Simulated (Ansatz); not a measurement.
A run of Ansatz 0.2.0 is set up as follows.

The input input.yaml:

```yaml
crystal:
  lattice:
    - [4.530444, -0.044518, -0.073705]
    - [-2.303776, 3.810096, -0.029088]
    - [-0.098035, -0.101276, 5.906919]
  atoms:
    - { symbol: Te, position: [0.731, 0.731, 0.5] }
    - { symbol: Te, position: [0.0, 0.269, 0.8333333333] }
    - { symbol: Te, position: [0.269, 0.0, 0.1666666667] }
hamiltonian:
  xc: pbe
  pseudopotentials: { kind: paw_fr }
magnetization:
  noncollinear: true
  spin_orbit: true
kpoints:
  mp_grid: { grid: [7, 7, 5] }
scf:
  occupations: { method: gaussian, width: 0.15 }
output:
  forces: true
  stress: true
  eigenvalues: true
  write_density: true
  write_potential: true
  elf: true
  volumetric_format: npy
```

Potentials or basis: Ansatz PAW.

Run with:

```bash
$ ansatz run input.yaml --threads 2 --pin off --max-ram 5120MiB --backend cpu --events-out ev --progress --plain --runs-dir out
```

Q: Estimate the largest force.

A: 0.497 eV/Å.

Q: Predict the pressure.

A: 2.3 GPa.

Q: Estimate the band gap on the k mesh.

A: 0.09 eV, indirect (least direct gap 0.45 eV).

Stress tensor (GPa, compression positive):
```
 0.35 -0.31  0.97
-0.31  3.62  2.74
 0.97  2.74  2.90
```

Caveat: odd divisions of the mesh miss points on the zone boundary, where band edges often lie, so the gap on the mesh can be too wide. A k mesh can miss the band edges.
